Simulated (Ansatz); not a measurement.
# Boron, fcc under BLYP: structure, energy and stiffness, part 2 of 2

Aim: take boron in the fcc structure, relax it, solve it on a dense k-mesh, then scale the cell to 7 volumes from 88 to 112 % of the relaxed one and try a fit of the equation of state. Spin polarisation is left out. The k-meshes are 18×18×18 for the relaxation; 30×30×30 for the dense run; 21×21×21 for the volumes.

Ansatz 0.2.0; DFT, BLYP, plane waves (420 eV) with PAW, scalar-relativistic.

### 5 The cell scaled to 92 % of its volume

File input.yaml:

```yaml
crystal:
  lattice:
    - [0.0, 1.40821656, 1.40821656]
    - [1.40821656, 0.0, 1.40821656]
    - [1.40821656, 1.40821656, 0.0]
  atoms:
    - { symbol: B, position: [0.0, 0.0, 0.0] }
hamiltonian:
  xc: blyp
  pseudopotentials:
    kind: paw
    azcp:
      B: "pseudopotentials/B.paw.azcp"
basis:
  ecutwfc: 420
  fft_grid_basis: typed
kpoints:
  mp_grid: { grid: [21, 21, 21], shift: [0, 0, 0] }
magnetization:
  spin_polarized: false
scf:
  occupations: { method: fermi_dirac, width: 0.1 }
  lower_state_search: "off"
output:
  stress: true
  write_density: true
  write_potential: true
  elf: true
  volumetric_format: npy
```

What it wrote (excerpt; [...] marks lines left out):

```text
Warning: RAYON_NUM_THREADS=2 ignored (pool sized by the plan → 2); use --threads N
[...]
Pseudopotentials: kind: paw
Pseudopotential: B, paw, valence charge 3, recommended cutoff 420 eV (normal), <dir>
Functional definition: BLYP
[...]
Crystal: 1 atoms, lattice volume = 5.585 Å³
Basis set: ecut = 420 eV, 113 PW (Γ), exchange–correlation on 30×30×30 points (8 copies of the dense FFT grid, shifted against one another)
Bands: 6, of which v1, the nominal top of the filled ones, is band 2 counted from 1 (1 counted from 0)
Symmetry: 48 space group operations
Space group: Fm-3m (ITA 225), of the structure as read, at distance tolerance 1.8e-5 Å
k-points: 286 of 9261
[...]
SCF iter   1: F=—  HF=-154.575141 eV  |F-HF|=—  |Δ(HF+E_count)|=         —  Δρ=1.33e-2  dr2=5.82e-3  ethr=1.77e-3  ⟨swp⟩=4.6  Hψ=12829  notcnv=0
[...]
SCF iter   6: F=-154.574620 eV  HF=-154.574620 eV  |F-HF|=1.71e-13  |Δ(HF+E_count)|=  5.66e-10  Δρ=6.69e-8  dr2=5.69e-14  ethr=1.93e-11  ⟨swp⟩=4.0  Hψ=6687  notcnv=0
[...]
SCF converged after 6 iterations
Free energy (F): -154.574620 eV
[...]
E sigma→0 (E₀):  -154.571196 eV
Entropy (-TS):   -0.006847 eV (-6.847 meV/atom)
Fermi energy:    15.833038 eV
[...]
--- Stress (GPa, compression-positive) ---
       23.513913      -0.000000       0.000000
        0.000000      23.513913       0.000000
       -0.000000      -0.000000      23.513913
  P = ⅓ Tr σ = 23.5139 GPa (235.139 kbar)
--- Band table (eV; the first three rows and the last of 286) ---
  k-point 0: bands = ["-3.9036", "32.1073", "32.1073", "32.1073", "49.2628", "49.2628"]
[...]
```

Run time: 1.1 s. Hardware: 2 threads of Intel Xeon Platinum 8259CL at 2.50GHz (Skylake/Cascade Lake), shared host; peak memory 0.32 GiB.

Axes a, b and c in the maps are those of this run's conventional cell (a, b, c = 2.816, 2.816, 2.816 Å).

Density in a lattice plane of the grid's cell (edges 2.82 and 2.82 Å, at 0.000 of the third edge), which holds B.

Values in e/Å³, 12 rows by 12 columns:
```
0.47 0.60 0.67 0.56 0.42 0.33 0.30 0.33 0.42 0.56 0.67 0.60
0.66 0.67 0.64 0.55 0.47 0.42 0.40 0.42 0.47 0.55 0.65 0.67
0.56 0.56 0.55 0.55 0.55 0.56 0.56 0.56 0.55 0.55 0.55 0.56
0.40 0.42 0.47 0.55 0.64 0.67 0.66 0.67 0.65 0.55 0.47 0.42
0.30 0.33 0.42 0.56 0.67 0.60 0.47 0.60 0.67 0.56 0.42 0.33
0.26 0.30 0.40 0.56 0.66 0.47 0.24 0.47 0.66 0.56 0.40 0.30
0.30 0.33 0.42 0.56 0.67 0.60 0.47 0.60 0.67 0.56 0.42 0.33
0.40 0.42 0.47 0.55 0.65 0.67 0.66 0.67 0.64 0.55 0.47 0.42
0.56 0.56 0.55 0.55 0.55 0.56 0.56 0.56 0.55 0.55 0.55 0.56
0.66 0.67 0.65 0.55 0.47 0.42 0.40 0.42 0.47 0.55 0.64 0.67
0.47 0.60 0.67 0.56 0.42 0.33 0.30 0.33 0.42 0.56 0.67 0.60
0.24 0.47 0.66 0.56 0.40 0.30 0.26 0.30 0.40 0.56 0.66 0.47
```
Columns run along the first of these edges and rows up along the second, over one cell in 12 and 12 even steps from the bottom left corner. Atoms in the plane (fractional): B at (0.00, 0.00), B at (0.50, 0.50).

ELF in the same plane.

Ten even steps from ' ' (0.01) to '@' (0.62):
```
    ..--++######++==--::::::--==++######++--..  
....::++**%%%%##**++==------==++**##%%%%**++::..
--==++##%%@@@@%%##**++======++**##%%@@@@%%##++==
****##%%@@@@@@@@%%####******####%%@@@@@@@@%%##**
####%%%%@@@@@@@@@@%%%%######%%%%@@@@@@@@@@%%%%##
****####%%@@@@@@@@%%##******##%%@@@@@@@@%%####**
====++**##%%@@@@%%##++==--==++##%%@@@@%%##**++==
----==++**##%%%%**++::......::++**%%%%##**++==--
::::--==++######++--..      ..--++######++==--::
..::::--++**##**==::          ::==**##**++--::::
::::--==++######++--..      ..--++######++==--::
----==++**##%%%%**++::......::++**%%%%##**++==--
====++**##%%@@@@%%##++==--==++##%%@@@@%%##**++==
****####%%@@@@@@@@%%##******##%%@@@@@@@@%%####**
####%%%%@@@@@@@@@@%%%%######%%%%@@@@@@@@@@%%%%##
****##%%@@@@@@@@%%####******####%%@@@@@@@@%%##**
--==++##%%@@@@%%##**++======++**##%%@@@@%%##++==
....::++**%%%%##**++==------==++**##%%%%**++::..
    ..--++######++==--::::::--==++######++--..  
      ::==**##**++--::::..::::--++**##**==::    
```
Columns run along the first of these edges and rows up along the second, over one cell in 24 and 20 even steps from the bottom left corner. Atoms in the plane (fractional): B at (0.00, 0.00), B at (0.50, 0.50).

Both are smooth fields of the valence electrons: close to the nuclei they are not physical.

Maxima of ELF outside the ion cores: 0.63 on the B–B line, 0.9 Å from B.

### 6 The cell scaled to 96 % of its volume

input.yaml, as its differences from that of step 5:

```diff
@@ -2,5 +2,5 @@
   lattice:
-    - [0.0, 1.40821656, 1.40821656]
-    - [1.40821656, 0.0, 1.40821656]
-    - [1.40821656, 1.40821656, 0.0]
+    - [0.0, 1.4283366578, 1.4283366578]
+    - [1.4283366578, 0.0, 1.4283366578]
+    - [1.4283366578, 1.4283366578, 0.0]
   atoms:
```

What it wrote (excerpt; [...] marks lines left out):

```text
Warning: RAYON_NUM_THREADS=2 ignored (pool sized by the plan → 2); use --threads N
[...]
[... 3 set-up lines as earlier in the session ...]
[...]
Crystal: 1 atoms, lattice volume = 5.828 Å³
Basis set: ecut = 420 eV, 113 PW (Γ), exchange–correlation on 30×30×30 points (8 copies of the dense FFT grid, shifted against one another)
Bands: 6, of which v1, the nominal top of the filled ones, is band 2 counted from 1 (1 counted from 0)
[... 2 set-up lines as earlier in the session ...]
k-points: 286 of 9261
[...]
SCF iter   1: F=—  HF=-154.600730 eV  |F-HF|=—  |Δ(HF+E_count)|=         —  Δρ=1.26e-2  dr2=5.62e-3  ethr=1.77e-3  ⟨swp⟩=4.6  Hψ=12807  notcnv=0
[...]
SCF iter   6: F=-154.600105 eV  HF=-154.600105 eV  |F-HF|=1.14e-13  |Δ(HF+E_count)|=  5.20e-10  Δρ=6.45e-8  dr2=7.54e-14  ethr=2.09e-11  ⟨swp⟩=4.0  Hψ=6696  notcnv=0
[...]
SCF converged after 6 iterations
Free energy (F): -154.600105 eV
[...]
E sigma→0 (E₀):  -154.596556 eV
Entropy (-TS):   -0.007098 eV (-7.098 meV/atom)
Fermi energy:    15.118841 eV
[...]
--- Stress (GPa, compression-positive) ---
       10.543544      -0.000000       0.000000
       -0.000000      10.543544      -0.000000
        0.000000      -0.000000      10.543544
  P = ⅓ Tr σ = 10.5435 GPa (105.435 kbar)
--- Band table (eV; the first three rows and the last of 286) ---
  k-point 0: bands = ["-4.0981", "30.7612", "30.7612", "30.7612", "47.7691", "47.7691"]
[...]
```

It took 1.1 s on 2 threads of Intel Xeon Platinum 8259CL at 2.50GHz (Skylake/Cascade Lake), shared host; peak memory 0.32 GiB.

### 7 The cell scaled to 100 % of its volume

input.yaml, as its differences from that of step 6:

```diff
@@ -2,5 +2,5 @@
   lattice:
-    - [0.0, 1.4283366578, 1.4283366578]
-    - [1.4283366578, 0.0, 1.4283366578]
-    - [1.4283366578, 1.4283366578, 0.0]
+    - [0.0, 1.447905345, 1.447905345]
+    - [1.447905345, 0.0, 1.447905345]
+    - [1.447905345, 1.447905345, 0.0]
   atoms:
@@ -25,5 +25 @@
   stress: true
-  write_density: true
-  write_potential: true
-  elf: true
-  volumetric_format: npy
```

What it wrote (excerpt; [...] marks lines left out):

```text
Warning: RAYON_NUM_THREADS=2 ignored (pool sized by the plan → 2); use --threads N
[...]
[... 3 set-up lines as earlier in the session ...]
[...]
Crystal: 1 atoms, lattice volume = 6.071 Å³
Basis set: ecut = 420 eV, 113 PW (Γ), exchange–correlation on 30×30×30 points (8 copies of the dense FFT grid, shifted against one another)
Bands: 6, of which v1, the nominal top of the filled ones, is band 2 counted from 1 (1 counted from 0)
[... 2 set-up lines as earlier in the session ...]
k-points: 286 of 9261
[...]
SCF iter   1: F=—  HF=-154.608556 eV  |F-HF|=—  |Δ(HF+E_count)|=         —  Δρ=1.21e-2  dr2=5.51e-3  ethr=1.77e-3  ⟨swp⟩=4.5  Hψ=12810  notcnv=0
[...]
SCF iter   6: F=-154.607782 eV  HF=-154.607782 eV  |F-HF|=1.14e-13  |Δ(HF+E_count)|=  3.56e-10  Δρ=6.37e-8  dr2=1.17e-13  ethr=1.75e-11  ⟨swp⟩=1.0  Hψ=4506  notcnv=0
[...]
SCF converged after 6 iterations
Free energy (F): -154.607782 eV
[...]
E sigma→0 (E₀):  -154.604109 eV
Entropy (-TS):   -0.007346 eV (-7.346 meV/atom)
Fermi energy:    14.449010 eV
[...]
--- Stress (GPa, compression-positive) ---
       -0.054550       0.000000       0.000000
       -0.000000      -0.054550      -0.000000
        0.000000       0.000000      -0.054550
  P = ⅓ Tr σ = -0.0545 GPa (-0.545 kbar)
```

It took 0.82 s on 2 threads of Intel Xeon Platinum 8259CL at 2.50GHz (Skylake/Cascade Lake), shared host; peak memory 0.32 GiB.

### 8 The cell scaled to 104 % of its volume

input.yaml, as its differences from that of step 7:

```diff
@@ -2,5 +2,5 @@
   lattice:
-    - [0.0, 1.447905345, 1.447905345]
-    - [1.447905345, 0.0, 1.447905345]
-    - [1.447905345, 1.447905345, 0.0]
+    - [0.0, 1.4669589162, 1.4669589162]
+    - [1.4669589162, 0.0, 1.4669589162]
+    - [1.4669589162, 1.4669589162, 0.0]
   atoms:
```

What it wrote (excerpt; [...] marks lines left out):

```text
Warning: RAYON_NUM_THREADS=2 ignored (pool sized by the plan → 2); use --threads N
[...]
[... 3 set-up lines as earlier in the session ...]
[...]
Crystal: 1 atoms, lattice volume = 6.314 Å³
Basis set: ecut = 420 eV, 137 PW (Γ), exchange–correlation on 30×30×30 points (8 copies of the dense FFT grid, shifted against one another)
Bands: 6, of which v1, the nominal top of the filled ones, is band 2 counted from 1 (1 counted from 0)
[... 2 set-up lines as earlier in the session ...]
k-points: 286 of 9261
[...]
SCF iter   1: F=—  HF=-154.601861 eV  |F-HF|=—  |Δ(HF+E_count)|=         —  Δρ=1.18e-2  dr2=5.53e-3  ethr=1.77e-3  ⟨swp⟩=4.6  Hψ=12830  notcnv=0
[...]
SCF iter   6: F=-154.600929 eV  HF=-154.600929 eV  |F-HF|=1.71e-13  |Δ(HF+E_count)|=  1.90e-10  Δρ=3.48e-8  dr2=1.66e-14  ethr=7.72e-12  ⟨swp⟩=1.0  Hψ=4520  notcnv=0
[...]
SCF converged after 6 iterations
Free energy (F): -154.600929 eV
[...]
E sigma→0 (E₀):  -154.597163 eV
Entropy (-TS):   -0.007533 eV (-7.533 meV/atom)
Fermi energy:    13.818445 eV
[...]
--- Stress (GPa, compression-positive) ---
       -8.691766      -0.000000      -0.000000
        0.000000      -8.691766      -0.000000
        0.000000       0.000000      -8.691766
  P = ⅓ Tr σ = -8.6918 GPa (-86.918 kbar)
```

Run time: 0.86 s. Hardware: 2 threads of Intel Xeon Platinum 8259CL at 2.50GHz (Skylake/Cascade Lake), shared host; peak memory 0.32 GiB.

### 9 The cell scaled to 108 % of its volume

input.yaml, as its differences from that of step 8:

```diff
@@ -2,5 +2,5 @@
   lattice:
-    - [0.0, 1.4669589162, 1.4669589162]
-    - [1.4669589162, 0.0, 1.4669589162]
-    - [1.4669589162, 1.4669589162, 0.0]
+    - [0.0, 1.4855299879, 1.4855299879]
+    - [1.4855299879, 0.0, 1.4855299879]
+    - [1.4855299879, 1.4855299879, 0.0]
   atoms:
@@ -25 +25,5 @@
   stress: true
+  write_density: true
+  write_potential: true
+  elf: true
+  volumetric_format: npy
```

What it wrote (excerpt; [...] marks lines left out):

```text
Warning: RAYON_NUM_THREADS=2 ignored (pool sized by the plan → 2); use --threads N
[...]
[... 3 set-up lines as earlier in the session ...]
[...]
Crystal: 1 atoms, lattice volume = 6.557 Å³
Basis set: ecut = 420 eV, 137 PW (Γ), exchange–correlation on 30×30×30 points (8 copies of the dense FFT grid, shifted against one another)
Bands: 6, of which v1, the nominal top of the filled ones, is band 2 counted from 1 (1 counted from 0)
[... 2 set-up lines as earlier in the session ...]
k-points: 286 of 9261
[...]
SCF iter   1: F=—  HF=-154.583350 eV  |F-HF|=—  |Δ(HF+E_count)|=         —  Δρ=1.15e-2  dr2=5.65e-3  ethr=1.77e-3  ⟨swp⟩=4.6  Hψ=12840  notcnv=0
[...]
SCF iter   6: F=-154.582253 eV  HF=-154.582253 eV  |F-HF|=1.71e-13  |Δ(HF+E_count)|=  7.37e-11  Δρ=5.64e-8  dr2=3.35e-14  ethr=1.90e-12  ⟨swp⟩=3.9  Hψ=6571  notcnv=0
[...]
SCF converged after 6 iterations
Free energy (F): -154.582253 eV
[...]
E sigma→0 (E₀):  -154.578445 eV
Entropy (-TS):   -0.007616 eV (-7.616 meV/atom)
Fermi energy:    13.224686 eV
[...]
--- Stress (GPa, compression-positive) ---
      -15.724386       0.000000       0.000000
        0.000000     -15.724386       0.000000
        0.000000       0.000000     -15.724386
  P = ⅓ Tr σ = -15.7244 GPa (-157.244 kbar)
--- Band table (eV; the first three rows and the last of 286) ---
  k-point 0: bands = ["-4.5860", "27.2482", "27.2482", "27.2482", "43.8556", "43.8556"]
[...]
```

Run time: 1.2 s. Hardware: 2 threads of Intel Xeon Platinum 8259CL at 2.50GHz (Skylake/Cascade Lake), shared host; peak memory 0.33 GiB.

### 10 The cell scaled to 112 % of its volume

input.yaml, as its differences from that of step 9:

```diff
@@ -2,5 +2,5 @@
   lattice:
-    - [0.0, 1.4855299879, 1.4855299879]
-    - [1.4855299879, 0.0, 1.4855299879]
-    - [1.4855299879, 1.4855299879, 0.0]
+    - [0.0, 1.5036479928, 1.5036479928]
+    - [1.5036479928, 0.0, 1.5036479928]
+    - [1.5036479928, 1.5036479928, 0.0]
   atoms:
@@ -25,5 +25 @@
   stress: true
-  write_density: true
-  write_potential: true
-  elf: true
-  volumetric_format: npy
```

What it wrote (excerpt; [...] marks lines left out):

```text
Warning: RAYON_NUM_THREADS=2 ignored (pool sized by the plan → 2); use --threads N
[...]
[... 3 set-up lines as earlier in the session ...]
[...]
Crystal: 1 atoms, lattice volume = 6.799 Å³
Basis set: ecut = 420 eV, 137 PW (Γ), exchange–correlation on 30×30×30 points (8 copies of the dense FFT grid, shifted against one another)
Bands: 6, of which v1, the nominal top of the filled ones, is band 2 counted from 1 (1 counted from 0)
[... 2 set-up lines as earlier in the session ...]
k-points: 286 of 9261
[...]
SCF iter   1: F=—  HF=-154.555187 eV  |F-HF|=—  |Δ(HF+E_count)|=         —  Δρ=1.14e-2  dr2=5.86e-3  ethr=1.77e-3  ⟨swp⟩=4.6  Hψ=12846  notcnv=0
[...]
SCF iter   6: F=-154.553934 eV  HF=-154.553934 eV  |F-HF|=2.27e-13  |Δ(HF+E_count)|=  4.20e-11  Δρ=6.73e-8  dr2=6.19e-14  ethr=1.00e-12  ⟨swp⟩=1.0  Hψ=4520  notcnv=0
[...]
SCF converged after 6 iterations
Free energy (F): -154.553934 eV
[...]
E sigma→0 (E₀):  -154.550124 eV
Entropy (-TS):   -0.007620 eV (-7.620 meV/atom)
Fermi energy:    12.666291 eV
[...]
--- Stress (GPa, compression-positive) ---
      -21.441801       0.000000      -0.000000
        0.000000     -21.441801       0.000000
       -0.000000       0.000000     -21.441801
  P = ⅓ Tr σ = -21.4418 GPa (-214.418 kbar)
```

Run time: 0.84 s. Hardware: 2 threads of Intel Xeon Platinum 8259CL at 2.50GHz (Skylake/Cascade Lake), shared host; peak memory 0.32 GiB.

### 11 Fitting the volumes

The cell was scaled evenly, with its shape and the fractional positions fixed.

```
V (Å³/atom)  E − E₀ (meV/atom)  P from the stress (GPa)  P from the fit (GPa)
      5.342               80.0                    39.36                 39.39
      5.585               32.9                    23.51                 23.40
      5.828                7.5                    10.54                 10.44
      6.071                0.0                    -0.05                 -0.11
      6.314                6.9                    -8.69                 -8.72
      6.557               25.6                   -15.72                -15.74
      6.799               54.0                   -21.44                -21.48
```

Fit (Birch-Murnaghan, third order): V₀ = 6.068 Å³/atom, B₀ = 238 GPa, B₀′ = 4.1, largest residual 0.03 meV/atom.

### 12 Results

What follows sums up all 2 parts.

| quantity | value |
| --- | --- |
| space group (spins left aside) | Fm-3m (No. 225) |
| conventional cell | a = 2.896 Å |
| volume | 6.071 Å³/atom |
| shortest distance | 2.048 Å |
| gap on the mesh | none (levels filled in part) |
| relative to alpha-rhombohedral (B12) | +1677 meV/atom |
| V₀, B₀, B₀′ | 6.068 Å³/atom, 238 GPa, 4.1 |

What this shows: The relaxation shrank the cell by 7.4 % in volume. It lies 1677 meV/atom above the element's reference form at the same level (alpha-rhombohedral (B12), from a run of its own). Levels at the Fermi energy are filled in part, as in a metal. B₀ comes out at 238 GPa. The symmetry was held, so the structure may be unstable against distortions that break it.
